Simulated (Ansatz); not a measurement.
## Zone-centre phonons of MoP at 12 GPa: input and output

Theory: DFT LDA, scalar-relativistic, plane waves, PAW in Ansatz.

Launched with:
```bash
ansatz run input.yaml --threads 1 --pin off --max-ram 3072MiB --backend cpu --events-out ev --progress --plain --runs-dir out
```

Input (bare energies are in eV):
```yaml
crystal:
  lattice:
    - [3.1355561193, 0.0, 0.0]
    - [-1.5677780597, 2.7154712543, 0.0]
    - [0.0, 0.0, 3.1286445214]
  atoms:
    - { symbol: Mo, position: [0.0, 0.0, 0.0] }
    - { symbol: P, position: [0.3333333333, 0.6666666667, 0.5] }
basis:
  ecutwfc: 420
kpoints:
  mp_grid: { grid: [18, 18, 14] }
hamiltonian:
  xc: lda
scf:
  occupations: { method: fermi_dirac, width: 0.15 }
output:
  eigenvalues: true
phonons:
  method: dfpt
  eigenvectors: true
```

Results section of the output:
```
--- Phonons (Γ-DFPT): 4 representative perturbations + reference, on 728 of 4536 k-points (Σ response iterations 12) ---
  k mesh reduced under 4 symmetry operations, with k and −k counted as one. Each operation leaves every solved displacement unchanged or reverses it
  ASR residual: 1.077e-3 → 0.000e0 eV/Å²; symmetrization residual: 3.250e-6 eV/Å²
  ASR residual per site (eV/Å²): 1.08e-3 9.61e-6
  Γ frequencies (cm⁻¹): 0.00 0.00 0.00 439.96 439.96 448.24
  non-analytic LO–TO correction: not included (Born effective charges unavailable; polar crystals: no LO–TO splitting at Γ)
```

The run took 33 s on 1 thread of AMD EPYC 9R45 96-Core Processor (Zen 5) (shared host), peak memory 1.1 GiB.

In a metal, frequencies and elastic constants depend on the k mesh and the smearing, soft modes and shear constants most. Other phases may be more stable at this pressure.